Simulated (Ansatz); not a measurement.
# KZnF3: band gap under strain

Aim: follow the gap of KZnF3 in the cubic perovskite structure through these states: -2.0 % biaxial strain in x and y, free along z; -2.5 % biaxial strain in x and y, free along z. The table at the end shows which levels were run.

The runs shown are made with Ansatz 0.2.0. PAW datasets, plane waves. Computed at 0 K without zero-point motion; spin polarisation is off.

## (1) The cell

The unstrained cell was relaxed with r2SCAN; in each strained cell the atoms were relaxed again with r2SCAN. Names of k-points are those of the unstrained zone, where strain can split equivalent points. First state: -2.0 % biaxial strain in x and y, free along z.

The symmetry is P4/mmm (No. 123, tetragonal); conventional cell a = 3.965 Å, c = 4.112 Å, 12.93 Å³ an atom. K has 12 F at 2.80–2.86 Å; Zn has 6 F at 1.98–2.06 Å; F has 2 Zn at 2.06 Å and 4 K at 2.80 Å; F has 2 Zn at 1.98 Å and 4 K at 2.86 Å.

Structure file:

```cif
data_structure
_symmetry_space_group_name_H-M 'P4/mmm'
_symmetry_Int_Tables_number 123
_cell_length_a 3.9652
_cell_length_b 3.9652
_cell_length_c 4.1115
_cell_angle_alpha 90.000
_cell_angle_beta 90.000
_cell_angle_gamma 90.000
_cell_volume 64.65
loop_
_atom_site_label
_atom_site_type_symbol
_atom_site_symmetry_multiplicity
_atom_site_Wyckoff_symbol
_atom_site_fract_x
_atom_site_fract_y
_atom_site_fract_z
_atom_site_occupancy
K1 K 1 a 0.00000 0.00000 0.00000 1
Zn1 Zn 1 d 0.50000 0.50000 0.50000 1
F1 F 1 c 0.50000 0.50000 0.00000 1
F2 F 2 e 0.50000 0.00000 0.50000 1
```

From earlier runs on the unstrained cell: PBE 3.87 eV, r2SCAN 4.64 eV, HSE06 6.36 eV; a = 4.046 Å.

## (2) -2.0 % biaxial strain in x and y, free along z: PBE

Contents of input.yaml:

```yaml
crystal:
  lattice:
    - [3.9652443851, 0.0, 0.0]
    - [0.0, 3.9652443851, 0.0]
    - [0.0, 0.0, 4.1115047744]
  atoms:
    - { symbol: K, position: [0.0, 0.0, 0.0] }
    - { symbol: Zn, position: [0.5, 0.5, 0.5] }
    - { symbol: F, position: [0.5, 0.5, 0.0] }
    - { symbol: F, position: [0.5, 0.0, 0.5] }
    - { symbol: F, position: [0.0, 0.5, 0.5] }
kpoints:
  mp_grid: { grid: [6, 6, 6] }
  band_path:
    path:
      - [0.0, 0.0, 0.0]
      - [0.0, 0.5, 0.0]
      - [0.5, 0.5, 0.0]
      - [0.5, 0.5, 0.5]
      - [-0.5, -0.5, 0.494792]
    npoints: 1
hamiltonian:
  xc: pbe
scf:
  occupations: { method: fermi_dirac, width: 0.02 }
  n_extra_bands: 5
output:
  forces: true
  stress: true
  eigenvalues: true
```

Started as:

```
$ ansatz run input.yaml --threads 4 --pin off --max-ram 4608MiB --backend cpu --events-out ev --progress --plain --runs-dir out
```

Further steps of the session: -2.0 % biaxial strain in x and y, free along z: r2SCAN; -2.0 % biaxial strain in x and y, free along z: HSE06; -2.5 % biaxial strain in x and y, free along z: PBE; -2.5 % biaxial strain in x and y, free along z: r2SCAN; -2.5 % biaxial strain in x and y, free along z: HSE06.

What does the calculation give?

The runs gave:

Least gap in eV (negative: overlap), with the change from the unstrained cell in brackets:

| state | volume change (%) | PBE | r2SCAN | HSE06 |
| --- | --- | --- | --- | --- |
| -2.0 % biaxial strain in x and y, free along z | -2.4 | 3.82 (-0.05) | 4.59 (-0.05) | 6.34 (-0.02) |
| -2.5 % biaxial strain in x and y, free along z | -3.0 | 3.81 (-0.06) | 4.57 (-0.07) | 6.33 (-0.03) |

**Reading.** With HSE06, of the states in the table -2.5 % biaxial strain in x and y, free along z shifts the gap most, by -0.034 eV. PBE and HSE06 differ by 2.49 eV on the unstrained gap, and by at most 0.03 eV on its change.
